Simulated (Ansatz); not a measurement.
## AlO5: competing structures

Level of theory: DFT PBE, scalar-relativistic, plane waves, PAW (Ansatz 0.2.0). All cells share a 420 eV cutoff and Γ-centred k meshes spaced at most about 0.3 Å⁻¹ (about 0.25 or finer for metals, 2π included). Spin is collinear in cells that carry moments; the others ran without spin or lost their moments.

Energies over the elements count from the elements' standard structures at the same level (O₂ as a molecule), with no fitted energy shifts.

These are static total energies at zero pressure. The comparison covers the computed candidates alone. No dispersion correction is applied, so the spacing and binding between layers, chains or molecules are poorly described (P6/mmm), and this can change margins and order among such cells. In Immm, P6/mmm an odd number of electrons in the primitive cell allows no gap without spin; a larger cell or a magnetic state could open one. A magnetic state wasn't ruled out in cells without spin, among them Immm, P6/mmm. Another magnetic order may lie lower.

Invented guesses were relaxed alike, and ends that match in structure, energy and magnetic state were merged. ΔE counts from the first row. Coordination counts O atoms around Al (those within 1.25 times the shortest such distance or 1.15 times the sum of covalent radii; a plus sign parts nearer from farther groups; the shortest distance is added where it is long for a bond). The ends were matched against large subsets of the Crystallography Open Database and the Materials Project, so a missing match doesn't prove that a structure is unreported.

| # | reached from | type and space group | atoms | Å³/atom | coordination | ΔE (meV/atom) | gap on mesh (eV) | moments | in databases |
| --- | --- | --- | --- | --- | --- | --- | --- | --- | --- |
| 1 | random cell | R-3m (No. 166) | 6 | 9.5 | Al 6+2 | 0 | 0.00 | parallel, 0.3 μB | no match |
| 2 | random cell | Immm (No. 71) | 6 | 8.7 | Al 8 | 444 | 0.00 | none | no match |
| 3 | LaPt5 type (P6/mmm) | P6/mmm (No. 191) | 6 | 11.8 | Al 6 | 695 | 0.00 | none | no match |
| 4 | TmCu5 type (F-43m) | F-43m (No. 216) | 6 | 8.7 | Al 16 from 2.5 Å | 1299 | 0.00 | parallel, 0.6 μB | no match |

The lowest: Space group R-3m (No. 166), trigonal, a = 5.262 Å, c = 7.136 Å. Al has 6 O at 1.93 Å and 2 O at 2.18 Å; O on a site of symmetry 2/m is surrounded by 2 O at 1.81 Å and 2 Al at 1.93 Å; around O on a site of symmetry 3m lie 3 O at 1.81 Å and 1 Al at 2.18 Å. Its energy over the elements is −0.22 eV/atom. It lies below the elements, which doesn't yet make it stable against other compounds or structures. An observed structure of this formula, if there is one, may be missing.

```
Al O
1.0
     2.63098    1.51900    2.37854
    -2.63098    1.51900    2.37854
     0.00000   -3.03799    2.37854
Al O
1 5
Direct
  0.50000 0.50000 0.50000
  0.50000 0.50000 0.00000
  0.00000 0.50000 0.50000
  0.50000 0.00000 0.50000
  0.80523 0.80523 0.80523
  0.19477 0.19477 0.19477
```

The second: Space group Immm (No. 71), orthorhombic, a = 3.960 Å, b = 5.079 Å, c = 5.169 Å. Al is surrounded by 8 O at 2.06 Å; O on a site of symmetry -1 has 4 O at 1.98–2.06 Å, 2 Al at 2.06 Å and 4 O at 2.54–2.58 Å; O on a site of symmetry mmm is surrounded by 8 O at 2.06 Å (long contacts). Counting O atoms around Al, the first has Al 6+2 and the second has Al 8. Cells relaxed within their symmetry can be saddle points. Some candidate types were left out of the draw beforehand, so a known form may be missing.
